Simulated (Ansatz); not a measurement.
BeO:
```
CELL_PARAMETERS angstrom
      2.68838     0.00000     0.00000
     -1.34419     2.32821     0.00000
      0.00000     0.00000    13.14704
ATOMIC_POSITIONS crystal
  Be 0.00000 0.00000 0.99967
  Be 0.00000 0.00000 0.49967
  Be 0.66667 0.33333 0.83347
  Be 0.33333 0.66667 0.33347
  Be 0.66667 0.33333 0.16664
  Be 0.33333 0.66667 0.66664
  O  0.00000 0.00000 0.87460
  O  0.00000 0.00000 0.37460
  O  0.66667 0.33333 0.70806
  O  0.33333 0.66667 0.20806
  O  0.66667 0.33333 0.04126
  O  0.33333 0.66667 0.54126
```

Relaxed with PBEsol. PBEsol in the plane-wave PAW code Ansatz gives a gap of 7.29 eV.

Task: What gap does HSE06 give on the same cell (Ansatz, PAW)?

Result: 9.28 eV, 1.99 eV more. The hybrid was solved on a coarser mesh and at special points; its gap is the smallest among all of these.

```
k  v1 PBEsol  c1 PBEsol  v1 HSE06  c1 HSE06
-  ---------  ---------  --------  --------
Γ       0.00       7.47         ?         ?
A      -0.08       7.83         ?         ?
K      -1.56       9.75         ?         ?
H      -1.62       9.79     -1.72     11.88
M      -0.90       7.29     -0.97      9.28
L      -1.04       7.50         ?         ?
```

Task: Top valence (v1) and lowest conduction level (c1) in eV from each method's valence maximum (which need not be a listed point): supply the withheld HSE06 values.

Result: 
- K, v1 HSE06: -1.66
- K, c1 HSE06: 11.84
- L, v1 HSE06: -1.11
- L, c1 HSE06: 9.50
- A, v1 HSE06: -0.09
- A, c1 HSE06: 9.88
- Γ, v1 HSE06: 0.00
- Γ, c1 HSE06: 9.51

Cost on shared cores: the PBEsol run (SCF on a 12×12×2 mesh, then bands and DOS) very roughly 80 core-seconds, the HSE06 run (SCF on 7×7×2, then a few points) roughly 4 core-minutes; the tasks are unlike.

Space group P6_3mc. The cell is a constructed one: a structure type filled with these elements. Its sites differ from those of the usual phase in this space group: another stacking or structure type. The cell was relaxed with PBEsol under the symmetry of its start; of distortions, only those at the zone centre were tested.

Potentials: the later of the program's two PAW sets.
